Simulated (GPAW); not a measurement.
Write an ASE script for GPAW 26.7.0 that does the following.

* Task: equation of state
* Functional: PBEsol
* Potentials or basis: PAW data sets generated in the run's folder for this functional
* Cutoff: 600 eV
* Basis: pw
* k mesh: 11 × 11 × 6
* Occupations: fermi-dirac, width 0.05 eV
* Spin: no spin polarisation
* Maxiter: 150
* Eos scales: [0.94, 0.96, 0.98, 1.0, 1.02, 1.04, 1.06]

The system is Zn.

```
CELL_PARAMETERS angstrom
2.67000 0.00000 0.00000
-1.33500 2.31229 0.00000
0.00000 0.00000 4.96600
ATOMIC_POSITIONS crystal
Zn 0.66667 0.33333 0.75000
Zn 0.33333 0.66667 0.25000
```

These files were run (other wordings do the same):

run.py

```python
from ase import Atoms
from ase.eos import EquationOfState
from ase.io import Trajectory
from ase.units import GPa
from gpaw import GPAW, PW, setup_paths

setup_paths.insert(0, '.')

atoms = Atoms(['Zn', 'Zn'],
              cell=[[2.67, 0.0, 0.0],
                    [-1.335, 2.3122878281, 0.0],
                    [0.0, 0.0, 4.966]],
              scaled_positions=[[0.6666666667, 0.3333333333, 0.75],
                                [0.3333333333, 0.6666666667, 0.25]],
              pbc=True)

traj = Trajectory('eos.traj', 'w')
volumes, energies = [], []
for x in [0.94, 0.96, 0.98, 1.0, 1.02, 1.04, 1.06]:
    a = atoms.copy()
    a.set_cell(atoms.cell * x**(1 / 3), scale_atoms=True)
    calc = GPAW(mode=PW(600),
                xc='PBEsol',
                kpts={'size': (11, 11, 6), 'gamma': True},
                occupations={'name': 'fermi-dirac', 'width': 0.05},
                nbands=21,
                convergence={'density': 1e-05, 'energy': 1e-05},
                maxiter=150,
                txt=f'eos-{x:.2f}.txt')
    a.calc = calc
    energies.append(a.get_potential_energy(force_consistent=True))
    volumes.append(a.get_volume())
    p = -a.get_stress()[:3].mean() / GPa
    calc.write(f'eos-{x:.2f}.gpw')
    traj.write(a)
    print(f'{x:.2f} {volumes[-1]:10.4f} A^3 {energies[-1]:14.6f} eV {p:9.3f} GPa', flush=True)

v0, e0, B = EquationOfState(volumes, energies, eos='birchmurnaghan').fit()
print(f'V0 = {v0:.4f} A^3, E0 = {e0:.6f} eV, B0 = {B / GPa:.2f} GPa')
```

Potentials or basis: PAW data sets generated in the run's folder for this functional, pw.

Run with:

```console
$ gpaw-setup -f PBEsol Zn
$ OMP_NUM_THREADS=1 python run.py
```

It gave:

| Item | Value |
| --- | --- |
| Equilibrium volume | 14.22 Å³/atom (rough: see the caveat) |
| Bulk modulus at fixed shape and positions | 93 GPa (rough) |

Caveat: the minimum lies outside the volumes run; the cell was scaled at fixed shape and fractional positions, which overstates the stiffness of a crystal with free parameters, most of all of layers and chains.

It took 3 min on 1 thread of Arm Neoverse V2, on a shared host, peak memory 0.35 GiB.
